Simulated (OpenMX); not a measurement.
Sn:

```
CELL_PARAMETERS angstrom
-1.89465 1.89465 1.89465
1.89465 -1.89465 1.89465
1.89465 1.89465 -1.89465
ATOMIC_POSITIONS crystal
Sn 0.00000 0.00000 0.00000
```

This isn't the form of Sn at room conditions, which is tetragonal (white tin).

- Program: OpenMX 3.8.5
- Task: single point
- Functional: PBE
- Potentials or basis: OpenMX 2013 PBE set, Sn7.0-s3p2d2, grid cutoff 500 Ry
- k mesh: 11 × 11 × 11
- Occupations: fermi-dirac, width 0.05 eV
- Spin: no spin polarisation

On this cell: pressure -7.1 GPa; band gap on the k mesh none (metal or under the smearing width).

The same run follows on a disturbed copy (cell strained at random at fixed volume):

```
Sn
1.0
    -1.87793    1.89840    1.91025
     1.89462   -1.86981    1.89834
     1.88740    1.87928   -1.88166
Sn
1
Direct
  0.00960 0.00631 0.99674
```

What changes?

The energy (extrapolated to zero smearing) moves by +0.1 meV/atom; pressure -7.0 GPa; band gap on the k mesh none (metal or under the smearing width).

Caveats: the basis of atomic orbitals isn't converged, which shifts pressures, moduli and gaps.
